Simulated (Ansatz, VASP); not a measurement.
## V (free-standing triangular V monolayer, spacing 2.841 A) in two plane-wave programs

Wanted: the spread between two codes on one cell, functional and k mesh.

Main program and level: Ansatz 0.2.0; plane waves, with VASP 6.6.1 beside it; single point at PBE and single point at PBE, DFT+U.

## Step 1: Set-up

The cell holds 2 atoms: 2 V. Cell: a = 5.682 Å, b = 2.841 Å, c = 14.000 Å, α = 90.0°, β = 90.0°, γ = 120.0°. It derives from V (free-standing triangular V monolayer, spacing 2.841 A), repeated 2×1×1. As first built, before any earlier steps moved the atoms (in the runner's words): model lattice. Vacuum lies along c.

As a file:

```cif
data_structure
_symmetry_space_group_name_H-M 'P 1'
_symmetry_Int_Tables_number 1
_cell_length_a 5.6820
_cell_length_b 2.8410
_cell_length_c 14.0000
_cell_angle_alpha 90.000
_cell_angle_beta 90.000
_cell_angle_gamma 120.000
_cell_volume 195.72
loop_
_atom_site_label
_atom_site_type_symbol
_atom_site_fract_x
_atom_site_fract_y
_atom_site_fract_z
_atom_site_occupancy
V1 V 0.00000 0.00000 0.50000 1
V2 V 0.50000 0.00000 0.50000 1
```

## Step 2: VASP: single point, PBE

With cell and atoms fixed, the geometry can't cause a difference; cores, projectors, grids and the points listed under the comparison can.

Lines of VASP's logs that name or quote its potential files are left out, and so is its time.

Input file INCAR:

```
SYSTEM = V
PREC = Normal
ENCUT = 350
EDIFF = 1E-06
NELM = 150
ISMEAR = 0
SIGMA = 0.05
LREAL = .FALSE.
ALGO = Normal
GGA = PE
NBANDS = 20
ISPIN = 2
MAGMOM = 2 -2
LMAXMIX = 4
LORBIT = 11
LWAVE = .FALSE.
LCHARG = .FALSE.
KPAR = 2
AMIX = 0.2
BMIX = 1E-04
AMIX_MAG = 0.8
BMIX_MAG = 1E-04
NEDOS = 1200
LASPH = .TRUE.
```

Input file POSCAR:

```
V
1.0
    5.6820000000      0.0000000000      0.0000000000
   -1.4205000000      2.4603780000      0.0000000000
    0.0000000000      0.0000000000     14.0000000000
V
2
Direct
    0.0000000000      0.0000000000      0.5000000000
    0.5000000000      0.0000000000      0.5000000000
```

Input file KPOINTS:

```
Automatic mesh
0
Gamma
9 9 1
0 0 0
```

PAW data sets: V_sv (PBE family, release 64).

Run with:

```sh
$ mpirun -np 2 vasp_std
```

Numbers of over 12 decimals in the logs are rounded to 6 here.

The log of the run:

```text
[banner, memory and clock lines left out]
running    2 mpi-ranks, on    1 nodes
 distrk:  each k-point on    1 cores,    2 groups
 distr:  one band on    1 cores,    1 groups

 POSCAR found type information on POSCAR V
 POSCAR found :  1 types and       2 ions
 LDA part: xc-table for (Slater+PW92), standard interpolation
 POSCAR, INCAR and KPOINTS ok, starting setup
 FFT: planning ... GRIDC
 FFT: planning ... GRID_SOFT
 FFT: planning ... GRID
 WAVECAR not read
 entering main loop
       N       E                     dE             d eps       ncg     rms          rms(c)
DAV:   1     0.169271647527E+03    0.16927E+03   -0.13985E+04  2888   0.771E+02
DAV:   2    -0.920052752409E+01   -0.17847E+03   -0.17581E+03  2216   0.305E+02
DAV:   3    -0.141852575726E+02   -0.49847E+01   -0.47330E+01  2568   0.531E+01
DAV:   4    -0.143084627601E+02   -0.12321E+00   -0.12236E+00  2376   0.670E+00
DAV:   5    -0.143108890725E+02   -0.24263E-02   -0.24244E-02  2476   0.902E-01    0.141E+01
DAV:   6    -0.131531998695E+02    0.11577E+01   -0.73086E+00  2416   0.178E+01    0.448E+00
DAV:   7    -0.129474374812E+02    0.20576E+00   -0.55225E-01  2232   0.384E+00    0.336E+00
DAV:   8    -0.130172965730E+02   -0.69859E-01   -0.31656E-01  2688   0.199E+00    0.297E+00
DAV:   9    -0.131077327438E+02   -0.90436E-01   -0.92233E-01  2500   0.418E+00    0.101E+00
DAV:  10    -0.131206377994E+02   -0.12905E-01   -0.43654E-02  2200   0.155E+00    0.751E-01
DAV:  11    -0.131194128323E+02    0.12250E-02   -0.20103E-02  2468   0.768E-01    0.403E-01
DAV:  12    -0.131215187909E+02   -0.21060E-02   -0.26274E-03  2372   0.364E-01    0.213E-01
DAV:  13    -0.131226339934E+02   -0.11152E-02   -0.98185E-04  2228   0.270E-01    0.126E-01
DAV:  14    -0.131228770785E+02   -0.24309E-03   -0.12071E-03  2548   0.193E-01    0.925E-02
DAV:  15    -0.131230276411E+02   -0.15056E-03   -0.31926E-04  2488   0.128E-01    0.185E-02
DAV:  16    -0.131230289665E+02   -0.13254E-05   -0.10720E-05  2396   0.271E-02    0.111E-02
DAV:  17    -0.131230297167E+02   -0.75016E-06   -0.64453E-06  2056   0.217E-02
   1 F= -.13123030E+02 E0= -.13119441E+02  d E =-.717792E-02  mag=     0.0000
```

From OUTCAR (step 2):

```text
ion  position               nearest neighbor table
   1  0.000  0.000  0.500-   2 2.84   2 2.84   2 2.84   2 2.84
   2  0.500  0.000  0.500-   1 2.84   1 2.84   1 2.84   1 2.84

  LATTYP: Found a simple orthorhombic cell.
 ALAT       =     2.8409998509
 B/A-ratio  =     1.7320508682
 C/A-ratio  =     4.9278425676

 Subroutine GETGRP returns: Found  8 space group operations
 (whereof  8 operations were pure point group operations)

The static configuration has the point symmetry D_2h.

 Found     25 irreducible k-points:

   k-points           NKPTS =     25   k-points in BZ     NKDIM =     25   number of bands    NBANDS=     20

   dimension x,y,z NGX =    28 NGY =   14 NGZ =   64
   dimension x,y,z NGXF=    56 NGYF=   28 NGZF=  128

   ENCUT  =  350.0 eV  25.72 Ry    5.07 a.u.   8.67  4.33 21.36*2*pi/ulx,y,z

   NELECT =      26.0000    total number of electrons

 k-points in reciprocal lattice and weights: Automatic mesh
   0.00000000  0.00000000  0.00000000       0.012
   0.11111111  0.00000000  0.00000000       0.025
   0.22222222  0.00000000  0.00000000       0.025
   0.33333333  0.00000000  0.00000000       0.025
   0.44444444  0.00000000  0.00000000       0.025
   0.00000000  0.11111111  0.00000000       0.049
   0.11111111  0.11111111  0.00000000       0.049
   0.22222222  0.11111111  0.00000000       0.049
   0.33333333  0.11111111  0.00000000       0.049
[...]
0.44444444  0.44444444  0.00000000       0.049
  -0.44444444  0.44444444  0.00000000       0.025

 average (electrostatic) potential at core
       1 -82.0494       2 -82.0494

 E-fermi :  -2.1684

 spin component 1
 k-point     1 :       0.0000    0.0000    0.0000
  band No.  band energies     occupation
    ...
      8     -38.3381      1.00000
      9      -6.4115      1.00000
     10      -4.1246      1.00000
     11      -3.0141      1.00000
     12      -2.6990      1.00000
     13      -1.7681      0.00000
     14      -1.7329      0.00000
     15      -1.4871      0.00000
     16      -1.0786      0.00000
     17      -0.3388      0.00000
    ...

 k-point     2 :       0.1111    0.0000    0.0000
  band No.  band energies     occupation
    ...
      8     -38.3402      1.00000
      9      -6.3250      1.00000
     10      -4.1089      1.00000
     11      -3.0054      1.00000
     12      -2.6777      1.00000
     13      -1.7297      0.00000
     14      -1.7296      0.00000
     15      -1.4854      0.00000
     16      -1.1951      0.00000
     17      -0.5387      0.00000
    ...

 k-point     3 :       0.2222    0.0000    0.0000
  band No.  band energies     occupation
    ...
      8     -38.3456      1.00000
      9      -6.0761      1.00000
     10      -4.0735      1.00000
     11      -2.9822      1.00000
     12      -2.6257      1.00000
     13      -1.7254      0.00000
     14      -1.6739      0.00000
     15      -1.6242      0.00000
     16      -1.4809      0.00000
     17      -0.8919      0.00000
    ...

 k-point     4 :       0.3333    0.0000    0.0000
  band No.  band energies     occupation
    ...
      9      -5.7077      1.00000
     10      -4.0576      1.00000
     11      -2.9543      1.00000
     12      -2.6271      1.00000
     13      -2.3026      0.99993
     14      -1.7274      0.00000
     15      -1.4859      0.00000
     16      -1.4757      0.00000
     17      -1.0828      0.00000
     18      -0.4448      0.00000
    ...

 k-point     5 :       0.4444    0.0000    0.0000
  band No.  band energies     occupation
    ...
      9      -5.3578      1.00000
     10      -4.1102      1.00000
     11      -2.9428      1.00000
     12      -2.9350      1.00000
     13      -2.4212      1.00000
     14      -1.7329      0.00000
     15      -1.4724      0.00000
     16      -1.3805      0.00000
     17      -1.1812      0.00000
     18      -0.5058      0.00000
    ...

 k-point     6 :       0.0000    0.1111    0.0000
  band No.  band energies     occupation
    ...
      8     -38.3384      1.00000
      9      -6.0415      1.00000
     10      -3.8903      1.00000
     11      -2.9248      1.00000
     12      -2.5904      1.00000
     13      -2.1530      0.33109
     14      -2.0066      0.00000
     15      -1.1237      0.00000
     16      -1.1110      0.00000
     17      -0.6406      0.00000
    ...

  Total       -3.6233548     -3.8752926     -0.1369430      0.2181850      0.0000000      0.0000000
  in kB      -29.6613114    -31.7237111     -1.1210352      1.7860943      0.0000000      0.0000000
  external PRESSURE =     -20.8353526 kB  Pullay stress =       0.0000000 kB

  energy-cutoff  :      350.00
  volume of cell :      195.72
      direct lattice vectors                 reciprocal lattice vectors
     5.682000000  0.000000000  0.000000000     0.175994368  0.101610403  0.000000000
    -1.420500000  2.460378000  0.000000000     0.000000000  0.406441612  0.000000000
     0.000000000  0.000000000 14.000000000     0.000000000  0.000000000  0.071428571

 POSITION                                       TOTAL-FORCE (eV/Angst)
 -----------------------------------------------------------------------------------
      0.00000      0.00000      7.00000        -0.000000      0.000000     -0.000000
      2.84100      0.00000      7.00000         0.000000     -0.000000      0.000000
 -----------------------------------------------------------------------------------
    total drift:                                0.000000     -0.000000      0.000000

  FREE ENERGIE OF THE ION-ELECTRON SYSTEM (eV)
  ---------------------------------------------------
  free  energy   TOTEN  =       -13.1230297167 eV

  energy  without entropy=      -13.1158517948  energy(sigma->0) =      -13.11944076

 total charge
# of ion       s       p       d       tot
------------------------------------------
    1        2.291   6.063   2.992  11.346
    2        2.291   6.063   2.992  11.346
--------------------------------------------------
tot          4.581  12.127   5.985  22.693

 magnetization (x)
# of ion       s       p       d       tot
------------------------------------------
    1        0.059   0.022   2.337   2.418
    2       -0.059  -0.022  -2.337  -2.418
--------------------------------------------------
tot          0.000   0.000   0.000   0.000

[... 1 further part left out ...]
```

The magnetic state follows from one typed start and may not be the lowest.

## Step 3: Ansatz: single point, PBE

Ansatz runs on its default PAW (the set named soft_2) files.

The same cell, functional, mesh and smearing now go to Ansatz, which takes its cutoff from its data sets.

Input file input.yaml:

```yaml
crystal:
  lattice:
    - [5.682, 0.0, 0.0]
    - [-1.4205, 2.460378, 0.0]
    - [0.0, 0.0, 14.0]
  atoms:
    - { symbol: V, position: [0.0, 0.0, 0.5], spin: 2.0 }
    - { symbol: V, position: [0.5, 0.0, 0.5], spin: -2.0 }
hamiltonian:
  xc: pbe
  pseudopotentials: { kind: paw }
magnetization:
  spin_polarized: true
kpoints:
  mp_grid: { grid: [9, 9, 1] }
scf:
  occupations: { method: gaussian, width: 0.05 }
  n_extra_bands: 8
output:
  forces: true
  eigenvalues: true
```

Run with:

```sh
$ ansatz run input.yaml --threads 2 --pin off --max-ram 4608MiB --backend cpu --events-out ev --progress --plain --runs-dir out
```

The log of the run:

```text
scf.n_extra_bands = 8 over 13 filled bands (N_el = 26.0): the run solves 21 bands
Engine: ansatz 0.2.0, aarch64-unknown-linux-gnu
Pseudopotentials: kind: paw
Pseudopotential: V, paw, valence charge 13, recommended cutoff 420 eV (normal), V.paw.azcp
Functional definition: PBE
  parameter kappa = 0.804
  parameter beta = 0.066725
  exchange = pbe_x(kappa = kappa, mu = beta*pi^2/3)
  correlation = pbe_c(beta = beta)
Crystal: 2 atoms, lattice volume = 195.718 Å³
Basis set: ecut = 420 eV, 3863 PW (Γ), exchange–correlation on 80×40×192 points (8 copies of the dense FFT grid, shifted against one another)
Bands: 21, of which v1, the nominal top of the filled ones, is band 13 counted from 1 (12 counted from 0)
Symmetry: 8 space group operations
Space group: Pmmm (ITA 47), of the structure as read, at distance tolerance 5.8e-5 Å
Magnetic group: BNS 47.255 (UNI 353), of the structure as read, at distance tolerance 5.8e-5 Å
k-points: 25 of 81
Non-local potential: V, projectors of the file, l = 0: 3, l = 1: 2, l = 2: 3, l = 3: 1
PAW form: soft (Blöchl's): semilocal exchange-correlation on the pseudo side does not see the compensation charge
PAW one-centre angular grid: V, 590 points (default); XC on 64 Gauss nodes
Initial density: superposition of atomic densities (neutral atoms: chi_scale 0, normalization atom)
Starting moments: Σ|m| = 4 μB on 2 of 2 sites
Starting magnetic order: antiferromagnet; a translation exchanges its spin sublattices: spin-degenerate at every k-point
Initial wavefunctions: pseudopotential atomic-orbital guess
Functional: x = pbe(κ = 0.804, μ = 0.219515), c = pbe(β = 0.066725)
SCF iter   1: F=—  HF=-5819.608308 eV  |F-HF|=—  |Δ(HF+E_count)|=         —  Δρ=1.18e-2 (↑1.18e-2 ↓1.18e-2)  dr2=2.01e0  dr2_m=5.47e-2  M=0.000 μB ∫|m|=3.926 μB  β_m=0.30  ethr=3.10e-3  ⟨swp⟩=7.4  Hψ=2640  notcnv=0
Mixer restart at iter 1: flushing history
preconditioner: auto → LDOS  [metal: Δε(μ)=0.008 eV  Ē_g=3.175 eV  σ=0.050 eV  W_gap=0.09  n_scr=22 (ndim 8)  ℏωp=8.4 eV  f_vac=0.635  D(μ)=9.46/eV (n_scr^D=94)]
spin=Collinear: LDOS preconditioning applied to the charge; magnetization (m = ρ↑ − ρ↓) channel mixes plain (no charge-response kernel on spin).
SCF iter   2: F=—  HF=-5819.673000 eV  |F-HF|=—  |Δ(HF+E_count)|=   6.47e-2  Δρ=9.25e-3 (↑9.25e-3 ↓9.25e-3)  dr2=9.94e-1  dr2_m=7.29e-2  M=0.000 μB ∫|m|=4.518 μB  β_m=0.52  ethr=3.10e-3  ⟨swp⟩=2.0  Hψ=847  notcnv=0  defer=35
preconditioner: auto → Resta (q_TF=auto, 1.949 Å⁻¹)  ε∞=7.9  [insulator: Δε(μ)=0.072 eV  Ē_g=3.184 eV  σ=0.050 eV  W_gap=0.54  n_scr=22 (ndim 8)  ℏωp=8.4 eV  f_vac=0.636  D(μ)=5.54/eV (n_scr^D=34)  ε∞_Penn≈7.9  vacuum switching on, ρ_ref=7.4e-4 e/Å³]
spin=Collinear: Resta preconditioning applied to the charge; magnetization (m = ρ↑ − ρ↓) channel mixes plain (no charge-response kernel on spin).
SCF iter   3: F=—  HF=-5819.859386 eV  |F-HF|=—  |Δ(HF+E_count)|=   1.86e-1  Δρ=8.47e-3 (↑8.47e-3 ↓8.47e-3)  dr2=2.47e-1  dr2_m=1.09e-1  M=0.000 μB ∫|m|=5.282 μB  β_m=0.42  ethr=3.10e-3  ⟨swp⟩=2.1  Hψ=786  notcnv=0  defer=43
SCF iter   4: F=—  HF=-5819.900750 eV  |F-HF|=—  |Δ(HF+E_count)|=   4.14e-2  Δρ=3.10e-3 (↑3.10e-3 ↓3.10e-3)  dr2=4.47e-2  dr2_m=1.06e-2  M=0.000 μB ∫|m|=5.531 μB  β_m=0.66  ethr=9.52e-4  ⟨swp⟩=2.2  Hψ=946  notcnv=0  defer=46
SCF iter   5: F=—  HF=-5819.912256 eV  |F-HF|=—  |Δ(HF+E_count)|=   1.15e-2  Δρ=1.65e-3 (↑1.65e-3 ↓1.65e-3)  dr2=1.65e-2  dr2_m=3.34e-3  M=0.000 μB ∫|m|=5.716 μB  β_m=0.67  ethr=1.72e-4  ⟨swp⟩=2.0  Hψ=811  notcnv=0  defer=47
SCF iter   6: F=—  HF=-5819.913010 eV  |F-HF|=—  |Δ(HF+E_count)|=   7.54e-4  Δρ=5.38e-4 (↑5.38e-4 ↓5.38e-4)  dr2=4.28e-3  dr2_m=2.21e-4  M=0.000 μB ∫|m|=5.693 μB  β_m=0.83  ethr=6.36e-5  ⟨swp⟩=2.0  Hψ=781  notcnv=0  defer=47
SCF iter   7: F=—  HF=-5819.913882 eV  |F-HF|=—  |Δ(HF+E_count)|=   8.72e-4  Δρ=5.12e-4 (↑5.12e-4 ↓5.12e-4)  dr2=8.33e-4  dr2_m=4.11e-4  M=0.000 μB ∫|m|=5.712 μB  β_m=0.92  ethr=1.65e-5  ⟨swp⟩=2.0  Hψ=652  notcnv=0  defer=47
SCF iter   8: F=—  HF=-5819.914831 eV  |F-HF|=—  |Δ(HF+E_count)|=   9.49e-4  Δρ=1.89e-4 (↑1.89e-4 ↓1.89e-4)  dr2=7.15e-5  dr2_m=4.70e-5  M=0.000 μB ∫|m|=5.695 μB  β_m=0.96  ethr=3.20e-6  ⟨swp⟩=2.0  Hψ=664  notcnv=0  defer=47
SCF iter   9: F=—  HF=-5819.914848 eV  |F-HF|=—  |Δ(HF+E_count)|=   1.71e-5  Δρ=3.35e-5 (↑3.35e-5 ↓3.35e-5)  dr2=7.51e-6  dr2_m=4.72e-7  M=0.000 μB ∫|m|=5.695 μB  β_m=0.98  ethr=2.75e-7  ⟨swp⟩=2.0  Hψ=758  notcnv=0  defer=47
SCF iter  10: F=—  HF=-5819.914844 eV  |F-HF|=—  |Δ(HF+E_count)|=   4.54e-6  Δρ=1.95e-5 (↑1.95e-5 ↓1.95e-5)  dr2=9.96e-7  dr2_m=4.17e-7  M=0.000 μB ∫|m|=5.695 μB  β_m=0.99  ethr=2.89e-8  ⟨swp⟩=2.3  Hψ=706  notcnv=0  defer=47
SCF iter  11: F=—  HF=-5819.914844 eV  |F-HF|=—  |Δ(HF+E_count)|=   1.87e-8  Δρ=3.74e-6 (↑3.74e-6 ↓3.74e-6)  dr2=1.05e-7  dr2_m=9.38e-9  M=0.000 μB ∫|m|=5.695 μB  β_m=0.99  ethr=3.83e-9  ⟨swp⟩=2.6  Hψ=918  notcnv=0  defer=47
SCF iter  12: F=—  HF=-5819.914844 eV  |F-HF|=—  |Δ(HF+E_count)|=   1.77e-8  Δρ=2.27e-6 (↑2.27e-6 ↓2.27e-6)  dr2=1.32e-8  dr2_m=5.99e-9  M=0.000 μB ∫|m|=5.695 μB  β_m=0.99  ethr=4.05e-10  ⟨swp⟩=2.0  Hψ=651  notcnv=0  defer=47
SCF iter  13: F=-5819.914844 eV  HF=-5819.914844 eV  |F-HF|=1.12e-9  |Δ(HF+E_count)|=   2.17e-9  Δρ=1.32e-6 (↑1.32e-6 ↓1.32e-6)  dr2=6.88e-9  dr2_m=1.67e-9  M=0.000 μB ∫|m|=5.695 μB  ethr=5.08e-11  ⟨swp⟩=8.8  Hψ=2085  notcnv=0
SCF 1 converged in 13 iterations: F = -5819.914844 eV  dr2 = 6.88e-9
  greatest PAW one-centre occupation: 0.999 electrons in one spin orbital (limit 2), on the V atom at site 1 (counted from 0), in its partial waves of l = 0
SCF converged after 13 iterations
Magnetization: 0.0000 μB (13.0000 up, 13.0000 down)
Absolute magnetization: 5.6946 μB (∫|ρ↑−ρ↓|, with the PAW one-centre terms)
Spin contamination: 2.5323 ħ² per cell (⟨S²⟩ above its minimum at these occupations)
Per-site moments (μB) at R_I (Å): [(2.422130, 1.171912), (-2.422130, 1.171912)]
Free energy (F): -5819.914844 eV
Harris-Foulkes:  -5819.914844 eV  (|F-HF|=1.12e-9)
Internal energy: -5819.907813 eV  (E = F + TS)
E sigma→0 (E₀):  -5819.911329 eV
Entropy (-TS):   -0.007031 eV (-3.515 meV/atom)
Fermi energy:    -1.227956 eV
--- Per-component energies (eV) ---
  E_band       = -746.852303
  E_kinetic    = 661.491953
  E_local      = -10219.734034  (includes V_loc(G=0)·N_el)
  E_nonlocal   = -79.999809
  E_hartree    = 4807.669469
  E_xc         = -253.220157
  E_vxc        = -320.240953  (∫ρ·V_xc dr)
  E_paw        = -2231.121817  (= ΣΔE_a)
  E_vpaw       = -403.700597  (= ΣTr[D̂ρ^β])
  E_aug_tail   = 0.000535  (compensation charges beyond the density's cutoff)
  E_ewald      = 1495.006048
  E_smearing   = -0.007031  (= −TS)
  E_closure    = 0.000000  (closes the sum)
  Σ components = -5819.914844   (vs F -5819.914844, Δ=0.00e0)
--- Forces (eV/Å), atoms counted from 1 ---
  atom   1  V      0.00000000     0.00000000     0.00000000
  atom   2  V      0.00000000     0.00000000     0.00000000
  max |Σ_I F_I| component: 4.92e-28 eV/Å
--- Band table (eV; the first three rows and the last of 50) ---
  k-point 0 ↑: bands = [... 9 lower, -3.1850, -2.0758, -1.7581, -0.8288, -0.7926, -0.5435, -0.1416, 0.6002, ... 4 higher]
  k-point 1 ↑: bands = [... 9 lower, -2.9506, -1.9862, -1.6493, -1.2113, -1.0668, -0.1820, -0.1730, 0.2960, ... 4 higher]
  k-point 2 ↑: bands = [... 9 lower, -2.3497, -1.8123, -1.7566, -1.7525, -1.3954, -0.6538, 0.1718, 0.6778, ... 4 higher]
  k-point 24 ↓: bands = [... 9 lower, -2.3838, -2.1367, -1.3875, -1.2478, -0.9675, -0.9398, -0.3856, 1.1017, ... 4 higher]
```

The job ended after 5.3 s (2 threads of Arm Neoverse V1, shared host; peak memory 0.54 GiB; 10 s of CPU time).

Reading the cycles: dr2 is the Hartree energy of the density residual (eV), the measure of convergence; HF is the Harris–Foulkes estimate of the energy, which meets the free energy F at convergence.

[end of part 1 of 2]

[Lines on the potential files, build, host, timing and source positions are cut from VASP's logs without a mark.]

[Logs are printed without paths, hosts, clocks, repeated set-up lines and the standing remarks that a program may print on its own settings, such as how far it seeks lower states.]

[Hosts, paths, dates, database ids (printed as entryN), source tags and the programs' standing remarks are cut or masked in the printed files.]
